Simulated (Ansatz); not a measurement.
Crystal: NbAs.

```
Nb As
1.0
    -1.72585    1.72585    5.84000
     1.72585   -1.72585    5.84000
     1.72585    1.72585   -5.84000
Nb As
2 2
Direct
  0.50000 0.00000 0.50000
  0.75000 0.75000 0.00000
  0.91600 0.41600 0.50000
  0.16600 0.16600 0.00000
```

Base run:

| Item | Value |
| --- | --- |
| Program | Ansatz 0.2.0 |
| Functional | PBEsol |
| Potentials or basis | all-electron LAPW, inner shells corrected to Dirac's equation |
| Cutoff | 247 eV (chosen from the basis error) |
| Basis error allowed | 0.002 eV/atom |
| k mesh | 11 × 11 × 11 |
| Occupations | fermi-dirac, width 0.05 eV |
| Spin | no spin polarisation |

Its results: pressure -2.3 GPa; largest force 0.288 eV/Å.

**Question.** The run is repeated on the same cell with these changes: potentials or basis from all-electron LAPW, inner shells corrected to Dirac's equation to all-electron LAPW, non-relativistic. What comes out?

**Answer.** Pressure -0.6 GPa; largest force 0.314 eV/Å.

Caveats: relativity is left out, which matters for the heavier elements (some runs).
